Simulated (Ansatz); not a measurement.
Computed with DFT PBE, scalar-relativistic, plane waves, PAW (Ansatz 0.2.0). All cells share a 420 eV cutoff and Γ-centred k meshes spaced at most about 0.3 Å⁻¹ (about 0.25 or finer for metals, 2π included). No spin polarisation.

Each guess is relaxed in cell and atoms at zero pressure, on a coarse mesh first where it starts far from rest and then on a converged one. The steps can't lower the symmetry of the start, but it can rise. Energies are static (0 K, no zero-point motion).

Two unrelaxed guesses for Mg₃H₂:

Guess 1.

```yaml
crystal:
  lattice:
    - [4.05625, 0.00000, 0.00000]
    - [0.00000, 4.05625, 0.00000]
    - [0.00000, 0.00000, 4.05625]
  atoms:
    - { symbol: Mg, position: [0.50000, 0.00000, 0.00000] }
    - { symbol: Mg, position: [0.00000, 0.50000, 0.00000] }
    - { symbol: Mg, position: [0.00000, 0.00000, 0.50000] }
    - { symbol: H, position: [0.50000, 0.50000, 0.50000] }
    - { symbol: H, position: [0.00000, 0.00000, 0.00000] }
```

Guess 2.

```yaml
crystal:
  lattice:
    - [4.24121, 0.00000, 0.00000]
    - [0.00000, 4.24121, 0.00000]
    - [0.00000, 0.00000, 4.24121]
  atoms:
    - { symbol: Mg, position: [0.00000, 0.50000, 0.50000] }
    - { symbol: Mg, position: [0.50000, 0.00000, 0.50000] }
    - { symbol: Mg, position: [0.50000, 0.50000, 0.00000] }
    - { symbol: H, position: [0.00000, 0.00000, 0.00000] }
    - { symbol: H, position: [0.50000, 0.50000, 0.50000] }
```

Question: Which guess leads to the lower structure, and by how much?

Answer: Both fall into one structure. Guess 1: Pm-3m at 13.3 Å³/atom → Pm-3m at 16.3 Å³/atom; Guess 2: Pm-3m at 15.3 Å³/atom → Pm-3m at 16.3 Å³/atom. Conventional cell: a = 4.334 Å. Mg has 2 H at 2.17 Å, 4 H at 3.06 Å and 8 Mg at 3.06 Å; H on its first site is surrounded by 12 Mg at 3.06 Å (long contacts); H on its second site is surrounded by 6 Mg at 2.17 Å.

```cif
data_structure
_symmetry_space_group_name_H-M 'Pm-3m'
_symmetry_Int_Tables_number 221
_cell_length_a 4.3340
_cell_length_b 4.3340
_cell_length_c 4.3340
_cell_angle_alpha 90.000
_cell_angle_beta 90.000
_cell_angle_gamma 90.000
_cell_volume 81.41
loop_
_atom_site_label
_atom_site_type_symbol
_atom_site_symmetry_multiplicity
_atom_site_Wyckoff_symbol
_atom_site_fract_x
_atom_site_fract_y
_atom_site_fract_z
_atom_site_occupancy
Mg1 Mg 3 c 0.00000 0.50000 0.50000 1
H1 H 1 a 0.00000 0.00000 0.00000 1
H2 H 1 b 0.50000 0.50000 0.50000 1
```

Ends held by symmetry can be saddle points. This end isn't the lowest form computed: that has the anti-corundum type, space group R-3c (No. 167) and lies 0.39 eV/atom below it. Even the lowest of the cells shown lies +0.50 eV/atom against the elements. Some structure types and database cells were kept out of the candidates from the start, so a known form may be missing.
